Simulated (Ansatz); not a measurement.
**MgS: band gap under strain**

Aim: follow the gap of MgS in the database structure through these states: no strain; +0.9 % equal strain in all directions; -1.0 % shear in the xy plane. The table at the end shows which levels were run.

The runs shown are made with Ansatz 0.2.0. PAW datasets, plane waves. Calculated at 0 K for a non-magnetic cell.

## (1) The structure to begin with

The unstrained cell was relaxed with r2SCAN; in each strained cell the atoms were relaxed again with r2SCAN. Names of k-points are those of the unstrained zone, where strain can split equivalent points. First state: no strain.

Space group F-43m (No. 216), cubic; conventional cell a = 5.662 Å, 22.69 Å³ an atom. Near Mg stand 4 S at 2.45 Å; near S stand 4 Mg at 2.45 Å.

As a file:

```
Mg S
1.0
     0.00000    2.83087    2.83087
     2.83087    0.00000    2.83087
     2.83087    2.83087    0.00000
Mg S
1 1
Direct
  0.00000 0.00000 0.00000
  0.75000 0.75000 0.75000
```

## (2) No strain: PBE

File input.yaml:

```yaml
crystal:
  lattice:
    - [0.0, 2.8308747665, 2.8308747665]
    - [2.8308747665, 0.0, 2.8308747665]
    - [2.8308747665, 2.8308747665, 0.0]
  atoms:
    - { symbol: Mg, position: [0.0, 0.0, 0.0] }
    - { symbol: S, position: [0.75, 0.75, 0.75] }
kpoints:
  mp_grid: { grid: [8, 8, 8] }
  band_path:
    path:
      - [0.0, 0.0, 0.0]
      - [-0.5, -0.5, 0.0]
      - [-0.375, -0.375, 0.25]
      - [-0.375, 0.0, 0.375]
      - [0.0, 0.0, 0.5]
      - [-0.5, -0.25, 0.25]
    npoints: 1
hamiltonian:
  xc: pbe
scf:
  occupations: { method: fermi_dirac, width: 0.02 }
  n_extra_bands: 4
output:
  forces: true
  stress: true
  eigenvalues: true
```

On the command line:

```console
$ ansatz run input.yaml --threads 4 --pin off --max-ram 4608MiB --backend cpu --events-out ev --progress --plain --runs-dir out
```

The runs that follow: No strain: r2SCAN; No strain: HSE06; No strain: G0W0@PBE; +0.9 % equal strain in all directions: PBE; +0.9 % equal strain in all directions: r2SCAN; +0.9 % equal strain in all directions: HSE06; +0.9 % equal strain in all directions: G0W0@PBE; -1.0 % shear in the xy plane: PBE; -1.0 % shear in the xy plane: r2SCAN; -1.0 % shear in the xy plane: HSE06; -1.0 % shear in the xy plane: G0W0@PBE.

What does the calculation give?

The runs gave:

Least gap in eV (negative: overlap), with the change from the unstrained cell in brackets. G0W0 is on its own coarse mesh.

```
                                state  volume change (%)           PBE        r2SCAN         HSE06          G0W0
                            no strain               +0.0          3.47          4.14          4.53          5.03
+0.9 % equal strain in all directions               +2.6  3.34 (-0.13)  4.01 (-0.13)  4.39 (-0.14)  4.89 (-0.14)
         -1.0 % shear in the xy plane               -0.0  3.44 (-0.03)  4.11 (-0.03)  4.50 (-0.03)  5.00 (-0.03)
```

**Reading.** With HSE06, of the states in the table +0.9 % equal strain in all directions shifts the gap most, by -0.136 eV. PBE and HSE06 differ by 1.06 eV on the unstrained gap, and by at most 0.01 eV on its change: PBE follows the response to strain far better than the gap itself. The G0W0 figures hold for the stated bands, cutoff and mesh and aren't extrapolated.
